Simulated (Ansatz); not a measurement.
## Elastic constants of AlN at 3 GPa (stress–strain coefficients): input and output

Method: DFT PBE, scalar-relativistic, plane waves, PAW (Ansatz 0.2.0).

Launched with:
```bash
ansatz run input.yaml --threads 1 --pin off --max-ram 3072MiB --backend cpu --events-out ev --progress --plain --runs-dir out
```

Input (bare energies are in eV):
```yaml
crystal:
  lattice:
    - [3.1155234315, 0.0, 0.0]
    - [-1.5577617158, 2.6981224378, 0.0]
    - [0.0, 0.0, 4.9896433217]
  atoms:
    - { symbol: Al, position: [0.3333333333, 0.6666666667, 0.0015947237] }
    - { symbol: Al, position: [0.6666666667, 0.3333333333, 0.5015947237] }
    - { symbol: "N", position: [0.3333333333, 0.6666666667, 0.3834052763] }
    - { symbol: "N", position: [0.6666666667, 0.3333333333, 0.8834052763] }
basis:
  ecutwfc: 420
kpoints:
  mp_grid: { grid: [12, 12, 6] }
hamiltonian:
  xc: pbe
scf:
  occupations: { method: fixed }
output:
  forces: true
  stress: true
  eigenvalues: true
  polarization: {}
elastic:
  mode: relaxed_ion
  stencil: two_point
```

From the output:
```
--- Elastic constants: 3 strain directions × 2 members + reference (group order 12) ---
  dense FFT box of the reference and of every strained cell: 24×24×36
  strains applied: 11, 33, 23; error gains: componentwise 1.00 (the most a stress slope's error grows in a printed constant), spectral 1.41 (1 for all six strains in a standard setting)
  reference relaxed by the batch: 2 steps; max|allowed force component| 6.56e-5 eV/Å at the deck's positions, 4.85e-5 at the last accepted step, 4.84e-5 by the solve of record
  largest displacement 6.9e-7 Å; the constants are those of the deck's cell at these positions:
  atoms:
    - { symbol: Al, position: [0.3333333333333333, 0.6666666666666667, 0.0015948619119778892] }
    - { symbol: Al, position: [0.6666666666666667, 0.3333333333333333, 0.5015948619119779] }
    - { symbol: N, position: [0.3333333333333333, 0.6666666666666667, 0.38340513808802207] }
    - { symbol: N, position: [0.6666666666666667, 0.3333333333333333, 0.883405138088022] }
  C = ∂σ_k/∂η_j (tension-positive GPa; Voigt order 11 22 33 23 13 12):
       385.068    139.343    108.541      0.000      0.000      0.000
       139.343    385.068    108.541      0.000      0.000      0.000
       108.388    108.388    361.943     -0.000     -0.000     -0.000
         0.000     -0.000      0.000    112.397     -0.000      0.000
         0.000     -0.000     -0.000     -0.000    112.397      0.000
        -0.000      0.000      0.000      0.000      0.000    122.863
  reference stress σ⁰ (GPa):     -2.998     -2.998     -2.997     -0.000     -0.000     -0.000
  C* (energy form; C + prestress term) asymmetry max|C*_kj − C*_jk| = 1.514e-1 GPa — a small one proves nothing (zero by symmetry where the batch's group is 432, −43m or m−3m); a large one is finite-difference/SCF noise where every solve ...
  moduli (Voigt/Reuss/Hill, GPa): K = 204.96/204.16/204.56   G = 121.25/120.57/120.91   E = 303.03   ν = 0.253
  mechanically stable: yes (min eigenvalue of sym C = 112.40 GPa)
  e, the proper piezoelectric tensor (elastic.mode: relaxed_ion; C/m²; rows x y z; Voigt order 11 22 33 23 13 12):
       0.00000    0.00000    0.00000    0.00000   -0.33807    0.00000
      -0.00000    0.00000    0.00000   -0.33807    0.00000    0.00000
      -0.62775   -0.62775    1.56900    0.00000    0.00000    0.00000
  ±, each entry's uncertainty from the finite density of the strings (C/m²), an estimate: the size of the correction for it that the entry includes:
       0.00000    0.00000    0.00000    0.00000    0.00135    0.00000
       0.00000    0.00000    0.00000    0.00135    0.00000    0.00000
       0.00022    0.00022    0.00493    0.00000    0.00000    0.00000
  the group's symmetry takes up to 3.8e-8 C/m² out of the measured responses: error of the strings' finite density and of the mesh across them, as far as it breaks the symmetry (raise kpoints.mp_grid and any string_points); the largest step ...
  strain η (Voigt 11):  stress-route row diagonal C_11 = 385.07 GPa, energy-path curvature d²(F+E_count+ΔE)/dδ²/Ω₀ = 385.01 GPa
         δ    σ_11 (GPa) F (eV) n_scf n_hpsi n_pw
    -2.000e-3      -3.7715       -1848.5002364      10   40698    831   relax 4 steps, max|allowed force component| 5.14e-6 eV/Å
     2.000e-3      -2.2312       -1848.5034127      10   40780    833   relax 5 steps, max|allowed force component| 3.61e-6 eV/Å
  strain η (Voigt 33):  stress-route row diagonal C_33 = 361.94 GPa, energy-path curvature d²(F+E_count+ΔE)/dδ²/Ω₀ = 361.27 GPa
         δ    σ_33 (GPa) F (eV) n_scf n_hpsi n_pw
    -2.000e-3      -3.7199       -1848.5002521      10   17997    828   relax 4 steps, max|allowed force component| 1.78e-5 eV/Å
     2.000e-3      -2.2722       -1848.5033999      10   17939    836   relax 5 steps, max|allowed force component| 1.08e-7 eV/Å
  strain η (Voigt 23):  stress-route row diagonal C_44 = 112.40 GPa, energy-path curvature d²(F+E_count+ΔE)/dδ²/Ω₀ = 113.94 GPa
         δ    σ_23 (GPa) F (eV) n_scf n_hpsi n_pw
    -2.000e-3      -0.2248       -1848.5019553      10   57415    831   relax 3 steps, max|allowed force component| 1.34e-5 eV/Å
     2.000e-3       0.2248       -1848.5019553      10   57417    831   relax 3 steps, max|allowed force component| 1.34e-5 eV/Å
--- Formal polarisation (Berry phase): one branch of a lattice of values; only differences between neighbouring runs are physical ---
  axis mesh electronic ionic p = total spread (rad) least overlap resolved gap  δp at fixed H ≤   (phases in cycles; p mod 1; gap in eV; gap and δp judge the states as solved, not the mesh's step, its ...
  b1    12×12×6         0.00000000     8.00000000     8.00000000      0.000000         0.9567        4.1591           1.3e-6
  b2    12×12×6        -0.00000000     8.00000000     8.00000000      0.000000         0.9567        4.1591           1.3e-6
  b3    12×12×6        -0.14257007     7.84362055     7.70105048      0.019079         0.9467        4.1591           7.9e-7
  quantum along a1:   0.07427948 e/Å² =   119.008844 µC/cm²
  quantum along a2:   0.07427948 e/Å² =   119.008844 µC/cm²
  quantum along a3:   0.11896174 e/Å² =   190.597728 µC/cm²
  P = (  0.29711791,   0.51462332,   0.91613040) e/Å² = (  476.035378,   824.517461,  1467.802721) µC/cm²  (mod the quanta)
```

The run took 4.9 min on 1 thread of Intel(R) Xeon(R) Platinum 8259CL CPU @ 2.50GHz (Skylake/Cascade Lake), with other jobs on the host, peak memory 0.53 GiB.